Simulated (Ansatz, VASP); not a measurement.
Two plane-wave programs on Al3GaAs4

```xyz
8
Lattice="5.7328 0.0000 0.0000 0.0000 5.7328 0.0000 0.0000 0.0000 5.7328" Properties=species:S:1:pos:R:3 pbc="T T T"
Al    0.0000    2.8664    2.8664
Al    2.8664    2.8664    0.0000
Al    2.8664    0.0000    2.8664
Ga    0.0000    0.0000    0.0000
As    4.2945    4.2945    1.4382
As    4.2945    1.4382    4.2945
As    1.4382    4.2945    4.2945
As    1.4382    1.4382    1.4382
```

Change from the starting cell: species swapped into the Zn3CdSe4 type (P-43m, No. 215).

Alike in both runs: functional PBE; k mesh 6 × 6 × 6; occupations gaussian, width 0.02 eV; no spin polarisation.

Ansatz relaxed the structure, and its values are those at the end. VASP's run is a single point on that final structure, the one shown.

|  | VASP | Ansatz |
| --- | --- | --- |
| version | VASP 6.6.1 | Ansatz 0.2.0 |
| potentials or method | VASP PAW PBE potentials, release 64 (Al, Ga_d, As) | scalar-relativistic, plane waves, PAW |
| plane-wave cutoff (eV) | 520 | 420 |
| valence electrons in the cell | 42 | 82 |

VASP gave:

* gap on the k mesh at the Fermi level (eV): 1.03
* least direct gap on the mesh (eV): 1.17
* pressure (GPa): 0.2

Question: Estimate Ansatz's values.

Answer: gap on the k mesh at the Fermi level (eV): 1.03; least direct gap on the mesh (eV): 1.17; pressure (GPa): 0.0.

With one functional, cell and mesh, what is left measures potentials, basis and numerics. The two sets of potentials don't hold the same shells in valence.

A k mesh can miss the band edges.
